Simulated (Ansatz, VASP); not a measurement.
**One calculation of KBr, 3 ways**

The starting cell:

```
CELL_PARAMETERS angstrom
0.00000 3.30000 3.30000
3.30000 0.00000 3.30000
3.30000 3.30000 0.00000
ATOMIC_POSITIONS crystal
Br 0.50000 0.50000 0.50000
K 0.00000 0.00000 0.00000
```

Alike in all runs: task relaxation of cell and atoms; functional PBE; k mesh 7 × 7 × 7; occupations fermi-dirac, width 0.05 eV; no spin polarisation; no spin-orbit coupling.

```json
{"program and potentials": "Ansatz, Ansatz PAW", "plane-wave cutoff (eV)": "420", "notes": "-", "equilibrium volume (Å³/atom)": "37.61"}
{"program and potentials": "VASP, PBE PAW files Br, K_sv, 600 eV", "plane-wave cutoff (eV)": "600", "notes": "-", "equilibrium volume (Å³/atom)": "37.75"}
{"program and potentials": "Ansatz, all-electron LAPW, scalar-relativistic", "plane-wave cutoff (eV)": "-", "notes": "-", "equilibrium volume (Å³/atom)": "37.60"}
```

The equilibrium volume spans 37.60 (Ansatz, all-electron LAPW, scalar-relativistic) to 37.75 Å³/atom (VASP, PBE PAW files Br, K_sv, 600 eV), with all-electron results at 37.60. Relaxations stop with a little pressure left, so the last digit of a volume isn't settled.

Differences between rows come from potentials, basis sets and numerical settings, since the functional is the same but for its coding. Runs on potential files found faulty are left out.
